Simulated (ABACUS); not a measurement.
# KCl (Sylvite) (Fm-3m) in ABACUS: notebook, part 2 of 2

ABACUS 3.10.1. The steps go on from the part before.

## (4) Single point, LDA

File INPUT:

```
INPUT_PARAMETERS
suffix              KCl
calculation         scf
basis_type          pw
pseudo_dir          ./
latname             fcc
symmetry            1
dft_functional      pz
ecutwfc             73
pseudo_rcut         10
nspin               1
nbands              18
ks_solver           dav
smearing_method     fd
smearing_sigma      0.00367493
scf_thr             1e-08
scf_nmax            100
mixing_type         broyden
mixing_beta         0.7
cal_force           1
cal_stress          1
out_chg             1
kpar                4
```

File STRU:

```
ATOMIC_SPECIES
K 39.0983 K.upf
Cl 35.4500 Cl.upf

LATTICE_CONSTANT
11.8919331187

ATOMIC_POSITIONS
Direct

K
0.0
1
0.0000000000 0.0000000000 0.0000000000 1 1 1

Cl
0.0
1
0.5000000000 0.5000000000 0.5000000000 1 1 1
```

File KPT:

```
K_POINTS
0
Gamma
6 6 6 0 0 0
```

Potentials or basis: PseudoDojo NC SR 0.4.1 LDA standard, plane waves.

Run with:

```console
OMP_NUM_THREADS=1 mpirun -np 4 abacus > log
```

running log:

```text
ABACUS v3.10.1

               Atomic-orbital Based Ab-initio Computation at UStc

 ------------------------------------------------------------------------------------

 READING GENERAL INFORMATION
                           global_out_dir = OUT.KCl/
                           global_in_card = INPUT
                               pseudo_dir = ./
                              orbital_dir =
                                    DSIZE = 4
                                    GSIZE = 1

 READING UNITCELL INFORMATION
                                    ntype = 2
                  lattice constant (Bohr) = 11.8919
              lattice constant (Angstrom) = 6.29294

 READING ATOM TYPE 1
                               atom label = K
                      L=0, number of zeta = 1
                      L=1, number of zeta = 1
                      L=2, number of zeta = 1
             number of atom for this type = 1

 READING ATOM TYPE 2
                               atom label = Cl
                      L=0, number of zeta = 1
                      L=1, number of zeta = 1
                      L=2, number of zeta = 1
             number of atom for this type = 1

                        TOTAL ATOM NUMBER = 2
DIRECT COORDINATES
    atom                   x                   y                   z     mag                  vx                  vy                  vz
taud_K1            0.0000000000        0.0000000000        0.0000000000  0.0000        0.0000000000        0.0000000000        0.0000000000
taud_Cl1            0.5000000000        0.5000000000        0.5000000000  0.0000        0.0000000000        0.0000000000        0.0000000000

                          Volume (Bohr^3) = 420.434
                             Volume (A^3) = 62.3018

 Lattice vectors: (Cartesian coordinate: in unit of a_0)
                 -0.5                  +0                +0.5
                   +0                +0.5                +0.5
                 -0.5                +0.5                  +0
 Reciprocal vectors: (Cartesian coordinate: in unit of 2 pi/a_0)
                   -1                  -1                  +1
                   +1                  +1                  +1
                   -1                  +1                  -1
 The esolver type has been set to : ksdft_pw

                PAO radial cut off (Bohr) = 10

 Read in pseudopotential file is K.upf
                     pseudopotential type = NC
          exchange-correlation functional = SLAPWNOGXNOGC
                 nonlocal core correction = 1
                        valence electrons = 9
                                     lmax = 2
                           number of zeta = 3
                     number of projectors = 6
                           L of projector = 0
                           L of projector = 0
                           L of projector = 1
                           L of projector = 1
                           L of projector = 2
                           L of projector = 2
 XC functional updated to : pz
          exchange-correlation functional = PZ
                PAO radial cut off (Bohr) = 10

 Read in pseudopotential file is Cl.upf
                     pseudopotential type = NC
          exchange-correlation functional = SLAPWNOGXNOGC
                 nonlocal core correction = 1
                        valence electrons = 7
                                     lmax = 2
                           number of zeta = 2
                     number of projectors = 6
                           L of projector = 0
                           L of projector = 0
                           L of projector = 1
                           L of projector = 1
                           L of projector = 2
                           L of projector = 2
 XC functional updated to : pz
          exchange-correlation functional = PZ
     initial pseudo atomic orbital number = 9

[... 90 lines left out ...]
K-POINTS REDUCTION ACCORDING TO SYMMETRY
     IBZ    DIRECT_X    DIRECT_Y    DIRECT_Z  WEIGHT  ibz2bz
       1  0.00000000  0.00000000  0.00000000  0.0046       0
       2  0.16666667  0.16666667  0.16666667  0.0370       1
       3  0.33333333  0.33333333  0.33333333  0.0370       2
       4  0.50000000  0.50000000  0.50000000  0.0185       3
       5  0.16666667  0.16666667  0.00000000  0.0278       7
       6  0.33333333  0.33333333  0.16666667  0.1111       8
[... 8 lines left out ...]
      15  0.50000000  0.33333333 -0.33333333  0.1111      52
      16  0.50000000  0.33333333 -0.16666667  0.0556      58

                               nkstot now = 16
[... K-POINTS DIRECT COORDINATES: 16 rows ...]

           k-point number in this process = 4
       minimum distributed K point number = 4
[... stars of the k points ...]

[... K-POINTS CARTESIAN COORDINATES: 4 rows ...]

[... K-POINTS DIRECT COORDINATES: 4 rows ...]

 SETUP PLANE WAVES FOR WAVE FUNCTIONS
     energy cutoff for wavefunc (unit:Ry) = 73
              fft grid for wave functions = [ 45, 45, 45 ]
                    number of plane waves = 5065
                         number of sticks = 385

 PARALLEL PW FOR WAVE FUNCTIONS
     PROC   COLUMNS(POT)             PW
        1            385           5065
 --------------- sum -------------------
        1            385           5065

 SETUP NONLOCAL PSEUDOPOTENTIALS IN PLANE WAVE BASIS
 K non-local projectors:
 projector 1 L=0
 projector 2 L=0
 projector 3 L=1
 projector 4 L=1
 projector 5 L=2
 projector 6 L=2
 Cl non-local projectors:
 projector 1 L=0
 projector 2 L=0
 projector 3 L=1
 projector 4 L=1
 projector 5 L=2
 projector 6 L=2
      TOTAL NUMBER OF NONLOCAL PROJECTORS = 36

 Init Non-Local PseudoPotential table :
 Init Non-Local-Pseudopotential done.

                                     npwx = 4477

 Make real space PAO into reciprocal space.
       max mesh points in Pseudopotential = 1001
     dq(describe PAO in reciprocal space) = 0.01
                                    max q = 1030

 number of pseudo atomic orbitals for K is 3
WARNING: norm of atomic wavefunction # 3 of atomic type K is 0.991931, renormalized

 number of pseudo atomic orbitals for Cl is 2

 -------------------------------------------
 SELF-CONSISTENT
 -------------------------------------------
                                 init_chg = atomic

 PW ALGORITHM --------------- ION=   1  ELEC=   1--------------------------------
 Notice: Threshold on eigenvalues was too large.
 hsover_error=0.16 > DRHO=0.0656415
 Origin diag ethr = 0.01
 New diag ethr = 0.000410259

 Density error is 0.0650281748295
                          Error Threshold = 0.000410259217963
----------------------------------------------------------
     Energy           Rydberg                 eV
----------------------------------------------------------
 E_KohnSham     -92.9075438309       -1264.0719832854
 E_Harris       -92.4872592699       -1258.3537184738
 E_Fermi        0.1280217866         1.7418257662
----------------------------------------------------------
[... 51 lines left out ...]
 Density error is 5.38763867152e-09
                          Error Threshold = 1.83279732377e-09
----------------------------------------------------------
     Energy           Rydberg                 eV
----------------------------------------------------------
 E_KohnSham     -92.9242724660       -1264.2995880425
 E_KS(sigma->0) -92.9242724660       -1264.2995880425
 E_Harris       -92.9239000197       -1264.2945206501
 E_band         -9.8264692633        -133.6959732025
 E_one_elec     -29.5768899951       -402.4142330532
 E_Hartree      19.7168636063        268.2616917343
 E_xc           -21.3973660327       -291.1261002370
 E_Ewald        -61.6668800444       -839.0209464865
 E_entropy(-TS) 0.0000000000         0.0000000000
 E_descf        0.0000000000         0.0000000000
 E_exx          0.0000000000         0.0000000000
 E_Fermi        0.2389785402         3.2514698462
----------------------------------------------------------

 charge density convergence is achieved
 final etot is -1264.299588 eV
 EFERMI = 3.2514698462 eV

 STATE ENERGY(eV) AND OCCUPATIONS    NSPIN == 1
 1/4 kpoint (Cartesian) = 0.0000 0.0000 0.0000 (4477 pws)
       1       -26.2355     0.00925926
       2       -11.4123     0.00925926
       3       -9.89315     0.00925926
       4       -9.89315     0.00925926
       5       -9.89315     0.00925926
       6       0.635292     0.00925926
[... 59 lines left out ...]
       6      -0.495235      0.0370370
[... 10 lines left out ...]
      17        12.4689    3.21371e-82
      18        15.1687        0.00000

------------------------------------------------------------------------------------------
 TOTAL-FORCE (eV/Angstrom)
------------------------------------------------------------------------------------------
                        K1         0.0000000000         0.0000000000         0.0000000000
                       Cl1         0.0000000000         0.0000000000         0.0000000000
------------------------------------------------------------------------------------------

----------------------------------------------------------------
 TOTAL-STRESS (KBAR)
----------------------------------------------------------------
       -19.8015801427         0.0000000000         0.0000000000
         0.0000000000       -19.8015801427        -0.0000000000
         0.0000000000         0.0000000000       -19.8015801427
----------------------------------------------------------------
 TOTAL-PRESSURE: -19.801580 KBAR

 --------------------------------------------
 !FINAL_ETOT_IS -1264.2995880424548432 eV
 --------------------------------------------
```

Wall time 5.5 s (4 MPI ranks of Intel Xeon Platinum 8488C (Sapphire Rapids), shared host); peak memory 0.4 GiB.

What came out:

- Free energy: -1264.2996 eV
- Pressure: -2.0 GPa
- Band gap on the k mesh: 4.74 eV, direct

Levels at points of the mesh, in eV from the valence-band top:
```
           k point  band 6  band 7  band 8  band 9  band 10  band 11
(0.00, 0.00, 0.00)    0.00    0.00    0.00    4.74     8.07     8.07
(0.50, 0.50, 0.50)   -1.13   -0.35   -0.35    7.17     8.26    10.26
(0.50, 0.50, 0.00)   -0.70   -0.23   -0.23    6.17     7.96     9.64
```

## (5) The runs side by side

| task | level | potentials or basis | cell | cutoff (eV) | optimiser | force threshold | max steps | cell moves | gap on the mesh (eV) | pressure (GPa) |
| --- | --- | --- | --- | --- | --- | --- | --- | --- | --- | --- |
| single point | HCTH407 | PseudoDojo NC SR 0.5 PBE stringent, plane waves | as given | 1007 | - | - | - | - | 5.81 | 3.0 |
| relaxation of cell and atoms | HCTH407 | PseudoDojo NC SR 0.5 PBE stringent, plane waves | relaxed | 1007 | ASE BFGSLineSearch | 0.03 eV/Å | 60 | yes | 5.12 | 0.0 |
| single point | LDA | PseudoDojo NC SR 0.4.1 LDA standard, plane waves | as given | 993 | - | - | - | - | 4.74 | -2.0 |

Alike in all rows: no spin polarisation; k mesh 6 × 6 × 6; smearing fermi-dirac 0.05 eV.

Caveats: the potentials were made for another functional, which shifts forces and pressure (some runs).

Absolute energies hang on the potentials; compare differences alone.

## (6) How close it comes

Step 2. Measured gap of KCl: 8.68 eV (a printed reference work, monograph). This calculation gives 5.81 eV (-2.87 eV). The value is that of HCTH407, without temperature or zero-point motion.

Step 4. A measured gap of KCl is 8.68 eV (a printed reference work, monograph); the calculated 4.74 eV misses it by -3.94 eV. The value is that of LDA, without temperature or zero-point motion. Semilocal functionals fall short of measured gaps as a rule.
